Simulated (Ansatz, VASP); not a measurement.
One calculation of KI, two programs

POSCAR

```
KI
1.0
    0.0000000000      3.5031261271      3.5031261271
    3.5031261271      0.0000000000      3.5031261271
    3.5031261271      3.5031261271      0.0000000000
K I
1 1
Direct
    0.0000000000      0.0000000000      0.0000000000
    0.5000000000      0.5000000000      0.5000000000
```

File INCAR.step1:

```
PREC     = Accurate       # precision mode
ENCUT    = 520            # plane-wave cutoff, eV
ISMEAR   = -1             # smearing method
SIGMA    = 0.03           # smearing width, eV
LREAL    = F              # projectors in reciprocal space
LASPH    = T              # aspherical terms in the spheres
NELM     = 60             # most SCF steps
NBANDS   = 15             # bands
GGA      = PE             # functional
ALGO     = Normal         # electronic algorithm
EDIFF    = 1E-4           # SCF threshold, eV
LWAVE    = T              # write WAVECAR
LCHARG   = F              # write CHGCAR
```

INCAR.step2

```
PREC     = Accurate       # precision mode
ENCUT    = 520            # plane-wave cutoff, eV
EDIFF    = 1E-6           # SCF threshold, eV
ISMEAR   = -1             # smearing method
SIGMA    = 0.03           # smearing width, eV
LREAL    = F              # projectors in reciprocal space
LASPH    = T              # aspherical terms in the spheres
NELM     = 60             # most SCF steps
ALGO     = Normal         # electronic algorithm
ISIF     = 2              # what is computed and relaxed
LWAVE    = F              # write WAVECAR
LCHARG   = T              # write CHGCAR
METAGGA  = R2SCAN         # meta-GGA
LMIXTAU  = T            
LUSE_VDW = T            
IVDW_NL  = 2            
BPARAM   = 11.95        
CPARAM   = 0.0093       
LELF     = T              # ELF
LVHAR    = T            
NBANDS   = 15             # bands
ISTART   = 1
```

KPOINTS

```
Automatic mesh
0
Gamma
  8 8 8
```

Input for Ansatz:

```yaml
crystal:
  lattice:
    - [0.0, 3.5031261271, 3.5031261271]
    - [3.5031261271, 0.0, 3.5031261271]
    - [3.5031261271, 3.5031261271, 0.0]
  atoms:
    - { symbol: K, position: [0.0, 0.0, 0.0] }
    - { symbol: I, position: [0.5, 0.5, 0.5] }
kpoints:
  mp_grid: { grid: [8, 8, 8] }
  band_path:
    path:
      - [0.0, 0.0, 0.0]
      - [0.5, 0.0, 0.5]
      - [0.625, 0.25, 0.625]
      - [0.375, 0.375, 0.75]
      - [0.5, 0.5, 0.5]
      - [0.5, 0.25, 0.75]
    npoints: 1
hamiltonian:
  xc: r2scan
  dispersion: rvv10
scf:
  occupations: { method: fermi_dirac, width: 0.03 }
  n_extra_bands: 4
output:
  forces: true
  stress: true
  eigenvalues: true
  write_density: true
  write_potential: true
  elf: true
  volumetric_format: npy
```

Alike in both runs: task single point; functional r2SCAN; dispersion rVV10; k mesh 8 × 8 × 8; occupations fermi-dirac, width 0.03 eV; no spin polarisation.

|  | VASP | Ansatz |
| --- | --- | --- |
| version | VASP 6.6.1 | Ansatz 0.2.0 |
| potentials or method | VASP PAW PBE potentials, release 64 (K_sv, I) | plane waves, PAW |
| plane-wave cutoff (eV) | 520 | 500 |
| valence electrons in the cell | 16 | 26 |

```tsv
	VASP	Ansatz	Ansatz less VASP
gap on the k mesh at the Fermi level (eV)	4.58	4.58	+0.003
pressure (GPa)	0.0	0.0	-0.05
```

The two sets of potentials don't hold the same shells in valence.

Caveats: the PAW data sets were made with another functional, which shifts forces and pressure a little (VASP); spin-orbit coupling is left out, which moves the levels of the heavy elements. r2SCAN opens gaps a little over a GGA but as a rule still falls short of measured ones. A k mesh can miss the band edges.
